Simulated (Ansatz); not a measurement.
## CaF2: the gap against volume

CaF2, Fm-3m, a = 5.510 Å. Ansatz: PBE, PAW, 420 eV, Γ-centred 8×8×8 mesh on 3 atoms, Gaussian smearing 0.02 eV; no spin polarisation. Symmetry fixes shape and atoms, so the cell is only scaled; x = ln(V/V0) with V0 = 13.944 Å³/atom. The gap is read at the mesh points alone.

```tsv
x	gap y (eV)
-0.1278	7.929
-0.0943	7.716
-0.0619	7.515
-0.0305	7.325
0.0000	7.144
0.0296	6.974
0.0583	?
0.0953	6.608
```

Problem. Fit a straight line to the other rows, give the volume deformation potential of the gap and its pressure coefficient, and predict the missing gap. B0 = 77.5 GPa.

Solution. Means x = -0.02709, y = 7.3159; Σ(Δx)² = 0.03481, ΣΔxΔy = -0.2063; the slope is their ratio. y = 7.1554 − 5.9258 x. The slope is the deformation potential a = dE_g/d ln V = -5.93 eV, and dE_g/dP = −a/B0 = 76.5 meV/GPa. At x = 0.0583 the fit asked for gives 6.810 eV. The run gave 6.811 eV, so the fit is 0.001 eV too low, within the rms miss on the fitted rows (0.011 eV).

Semilocal functionals give gaps under the measured ones; changes of the gap mostly carry over better.